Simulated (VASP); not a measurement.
# Rb₁₂H: nudged elastic band

Rb₁₂H, slab, 13 atoms in the cell. PBE, nudged elastic band; PAW potentials Rb_sv, H (PBE set).

Path: H hops from a fcc site to the next hcp site of Rb(0001); Moving images: 3.

## Input

INCAR.step1:
```
SYSTEM = Rb12H
ALGO = Normal
EDIFF = 1E-6
EDIFFG = -0.02
ENCUT = 250
IBRION = 2
ISIF = 2
ISMEAR = 1
KPAR = 2
LASPH = .True.
LCHARG = .False.
LREAL = .False.
LWAVE = .False.
NELM = 100
NSW = 100
POTIM = 0.5
PREC = Normal
SIGMA = 0.1
```

INCAR.step3:
```
SYSTEM = Rb12H
ALGO = Normal
EDIFF = 1E-6
EDIFFG = -0.05
ENCUT = 250
IBRION = 1
IMAGES = 3
ISMEAR = 1
KPAR = 2
LASPH = .True.
LCHARG = .False.
LREAL = .False.
LWAVE = .False.
NELM = 100
NSW = 200
POTIM = 0.3
PREC = Normal
SIGMA = 0.1
SPRING = -5
```

KPOINTS:
```
k-points
0
Gamma
  2 2 1
```

00/POSCAR:
```
Rb12H
1.0
   10.1764139520      0.0000000000      0.0000000000
    5.0882069760      8.8130330018      0.0000000000
    0.0000000000      0.0000000000     23.6120579800
Rb H
12 1
Selective dynamics
Direct
    0.0000000000      0.0000000000      0.2541074567  F F F
    0.5000000000      0.0000000000      0.2541074567  F F F
    0.0000000000      0.5000000000      0.2541074567  F F F
    0.5000000000      0.5000000000      0.2541074567  F F F
    0.8358203640      0.3320898179      0.4256673659  T T T
    0.3320898179      0.3320898179      0.4256673659  T T T
    0.8333333333      0.8333333333      0.4375646309  T T T
    0.3320898179      0.8358203640      0.4256673659  T T T
    0.0184699300      0.0184699300      0.6057961058  T T T
    0.4630601400      0.0184699300      0.6057961058  T T T
    0.0184699300      0.4630601400      0.6057961058  T T T
    0.5000000000      0.5000000000      0.5956076210  T T T
    0.1666666667      0.1666666667      0.6371941603  T T T
```

01/POSCAR:
```
Rb12H
1.0
   10.1764139520      0.0000000000      0.0000000000
    5.0882069760      8.8130330018      0.0000000000
    0.0000000000      0.0000000000     23.6120579800
Rb H
12 1
Selective dynamics
Direct
    0.0000000000      0.0000000000      0.2541074567  F F F
    0.5000000000      0.0000000000      0.2541074567  F F F
    0.0000000000      0.5000000000      0.2541074567  F F F
    0.5000000000      0.5000000000      0.2541074567  F F F
    0.8351583686      0.3324208332      0.4247958275  T T T
    0.3321693708      0.3329131634      0.4266991334  T T T
    0.8338303214      0.8330836543      0.4355730057  T T T
    0.3321693719      0.8349174653      0.4266991334  T T T
    0.0086456938      0.0197137178      0.6043477051  T T T
    0.4724773922      0.0137611035      0.6031987525  T T T
    0.0086457079      0.4716405406      0.6043477108  T T T
    0.5083582874      0.4958210809      0.5971449651  T T T
    0.0836728056      0.2081647760      0.6353450320  T T T
```

02/POSCAR:
```
Rb12H
1.0
   10.1764139520      0.0000000000      0.0000000000
    5.0882069760      8.8130330018      0.0000000000
    0.0000000000      0.0000000000     23.6120579800
Rb H
12 1
Selective dynamics
Direct
    0.0000000000      0.0000000000      0.2541074567  F F F
    0.5000000000      0.0000000000      0.2541074567  F F F
    0.0000000000      0.5000000000      0.2541074567  F F F
    0.5000000000      0.5000000000      0.2541074567  F F F
    0.8345424295      0.3327288062      0.4239608605  T T T
    0.3322368008      0.3336963182      0.4277075242  T T T
    0.8343183053      0.8328390133      0.4336575035  T T T
    0.3322368025      0.8340668805      0.4277075241  T T T
    0.0010496930      0.0207922361      0.6030938142  T T T
    0.4815315204      0.0092339810      0.6006969218  T T T
    0.0010496916      0.4781579778      0.6030938270  T T T
    0.5164296892      0.4917854565      0.5986263265  T T T
   -0.0000789759      0.2500413503      0.6332352298  T T T
```

03/POSCAR:
```
Rb12H
1.0
   10.1764139520      0.0000000000      0.0000000000
    5.0882069760      8.8130330018      0.0000000000
    0.0000000000      0.0000000000     23.6120579800
Rb H
12 1
Selective dynamics
Direct
    0.0000000000      0.0000000000      0.2541074567  F F F
    0.5000000000      0.0000000000      0.2541074567  F F F
    0.0000000000      0.5000000000      0.2541074567  F F F
    0.5000000000      0.5000000000      0.2541074567  F F F
    0.8339505072      0.3330247632      0.4231475767  T T T
    0.3322895397      0.3345218560      0.4287242240  T T T
    0.8348171458      0.8325898394      0.4317534931  T T T
    0.3322895411      0.8331886040      0.4287242240  T T T
   -0.0065575520      0.0257687163      0.6023480051  T T T
    0.4905989228      0.0047003466      0.5981938652  T T T
   -0.0065575733      0.4807887903      0.6023480120  T T T
    0.5244851370      0.4877576635      0.6001057106  T T T
   -0.0837708549      0.2918870165      0.6300618428  T T T
```

04/POSCAR:
```
Rb12H
1.0
   10.1764139520      0.0000000000      0.0000000000
    5.0882069760      8.8130330018      0.0000000000
    0.0000000000      0.0000000000     23.6120579800
Rb H
12 1
Selective dynamics
Direct
    0.0000000000      0.0000000000      0.2541074567  F F F
    0.5000000000      0.0000000000      0.2541074567  F F F
    0.0000000000      0.5000000000      0.2541074567  F F F
    0.5000000000      0.5000000000      0.2541074567  F F F
    0.8333333333      0.3333333333      0.4223440834  T T T
    0.3323323571      0.3353352857      0.4297828553  T T T
    0.8353352857      0.8323323571      0.4297828553  T T T
    0.3323323571      0.8323323571      0.4297828553  T T T
   -0.0164169197      0.0328338394      0.6016403939  T T T
    0.5000000000      0.0000000000      0.5955945482  T T T
   -0.0164169197      0.4835830803      0.6016403939  T T T
    0.5328338394      0.4835830803      0.6016403939  T T T
   -0.1666666667      0.3333333333      0.6265791472  T T T
```

POSCAR.step1:
```
Rb12H
1.0
   10.1764139520      0.0000000000      0.0000000000
    5.0882069760      8.8130330018      0.0000000000
    0.0000000000      0.0000000000     23.6120579800
Rb H
12 1
Selective dynamics
Direct
    0.0000000000      0.0000000000      0.2541074567  F F F
    0.5000000000      0.0000000000      0.2541074567  F F F
    0.0000000000      0.5000000000      0.2541074567  F F F
    0.5000000000      0.5000000000      0.2541074567  F F F
   -0.1666666667      0.3333333333      0.4328732802  T T T
    0.3333333333      0.3333333333      0.4328732802  T T T
   -0.1666666667      0.8333333333      0.4328732802  T T T
    0.3333333333      0.8333333333      0.4328732802  T T T
    0.0000000000      0.0000000000      0.6116391037  T T T
    0.5000000000      0.0000000000      0.6116391037  T T T
    0.0000000000      0.5000000000      0.6116391037  T T T
    0.5000000000      0.5000000000      0.6116391037  T T T
    0.1666666667      0.1666666667      0.6328147251  T T T
```

POSCAR.step2:
```
Rb12H
1.0
   10.1764139520      0.0000000000      0.0000000000
    5.0882069760      8.8130330018      0.0000000000
    0.0000000000      0.0000000000     23.6120579800
Rb H
12 1
Selective dynamics
Direct
    0.0000000000      0.0000000000      0.2541074567  F F F
    0.5000000000      0.0000000000      0.2541074567  F F F
    0.0000000000      0.5000000000      0.2541074567  F F F
    0.5000000000      0.5000000000      0.2541074567  F F F
   -0.1666666667      0.3333333333      0.4328732802  T T T
    0.3333333333      0.3333333333      0.4328732802  T T T
   -0.1666666667      0.8333333333      0.4328732802  T T T
    0.3333333333      0.8333333333      0.4328732802  T T T
    0.0000000000      0.0000000000      0.6116391037  T T T
    0.5000000000      0.0000000000      0.6116391037  T T T
    0.0000000000      0.5000000000      0.6116391037  T T T
    0.5000000000      0.5000000000      0.6116391037  T T T
   -0.1666666667      0.3333333333      0.6328147251  T T T
```

Commands (each step's output is kept before the next begins):
```
cat potpaw_PBE.64/Rb_sv/POTCAR potpaw_PBE.64/H/POTCAR > POTCAR
cp INCAR.step1 INCAR
cp POSCAR.step1 POSCAR
mpirun -np 6 vasp_std > vasp.out
cp POSCAR.step2 POSCAR
mpirun -np 6 vasp_std > vasp.out
# 00 and 04 hold the relaxed ends; the images between are interpolated (pair-distance (IDPP))
cp INCAR.step3 INCAR
mpirun -np 6 vasp_std > vasp.out
```

## Result

- Barrier (eV): 0.199
- Barrier of the reverse step (eV): 0.225
- Energy of the second end over the first (eV): -0.026
- Top of the path (share of its length): 0.50
- Length of the path (Å): 4.07
- Steps of the band: 18
- Ionic steps, all stages: 46
- Electronic steps, all stages: 832

Energy along the relaxed band:

| Image | Distance along the path (Å) | Energy above the first end (eV) | Slope along the path (eV/Å) | Largest force across the path (eV/Å) |
|---|---|---|---|---|
| 0 | 0.000 | 0.000 | relaxed end |  |
| 1 | 1.034 | 0.039 | 0.089 | 0.040 |
| 2 | 2.041 | 0.199 | -0.001 | 0.045 |
| 3 | 3.047 | 0.031 | -0.140 | 0.036 |
| 4 | 4.072 | -0.026 | relaxed end |  |

The slab is hexagonal close-packed Rb(0001), which isn't the element's stable structure, in-plane cell 10.18 × 10.18 Å, with 2 × 2 k points.

Limits: the slab is thin and the surface cell small, so the value carries both errors.

VASP 6.6.1 took 1280 s on 6 cores (AMD EPYC 7R13 (Zen 3)), a shared host.
